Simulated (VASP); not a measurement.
Here is a VASP 6.6.1 calculation.

The input INCAR:

```
PREC     = Accurate       # precision mode
ENCUT    = 520            # plane-wave cutoff, eV
EDIFF    = 1E-6           # SCF threshold, eV
ISMEAR   = 0              # smearing method
SIGMA    = 0.05           # smearing width, eV
LREAL    = F              # projectors in reciprocal space
LASPH    = T              # aspherical terms in the spheres
NELM     = 80             # most SCF steps
ALGO     = Normal         # electronic algorithm
ISIF     = 2              # what is computed and relaxed
LWAVE    = F              # write WAVECAR
LCHARG   = F              # write CHGCAR
ISPIN    = 2              # spin polarisation
MAGMOM   = -0.09 0        # initial moments
LORBIT   = 11             # projections on sites
LMAXMIX  = 4              # l up to which the mixer works
LDAU     = T              # DFT+U
LDAUTYPE = 2            
LDAUL    = 2 -1           # shell
LDAUU    = 3 0            # U, eV
LDAUJ    = 0 0          
LDAUPRINT= 1            
METAGGA  = R2SCAN         # meta-GGA
LMIXTAU  = T            
NBANDS   = 19             # bands
```

File KPOINTS:

```
regular mesh
0
Gamma
  5 5 5
```

File POSCAR:

```
PtSe
1.0
    0.0000000000      3.0374472300      3.0374472300
    3.0374472300      0.0000000000      3.0374472300
    3.0374472300      3.0374472300      0.0000000000
Pt Se
1 1
Direct
    0.0000000000      0.0000000000      0.0000000000
    0.2500000000      0.2500000000      0.2500000000
```

Potentials or basis: VASP PAW PBE potentials, release 64 (Pt, Se).

The run is started by

```bash
$ cat potpaw_PBE.64/Pt/POTCAR potpaw_PBE.64/Se/POTCAR > POTCAR
$ mpirun -np 1 vasp_std > vasp.out
```

Task: Estimate the site moments.

Result: Pt -0.14; Se -0.04 μB.

Task: Estimate the pressure.

Result: -14.0 GPa.

Task: Estimate the band gap on the k mesh.

Result: None (metal or under the smearing width).

Eigenvalues of the final occupation matrices:
```csv
site,spin,trace,eigenvalues
site 1 d,1,4.12,0.78 0.78 0.78 0.89 0.89
site 1 d,2,4.24,0.82 0.82 0.82 0.90 0.90
```

Caveat: the PAW data sets were made with another functional, which shifts forces and pressure a little. Spin-orbit coupling is left out, which matters for the levels of Pt.
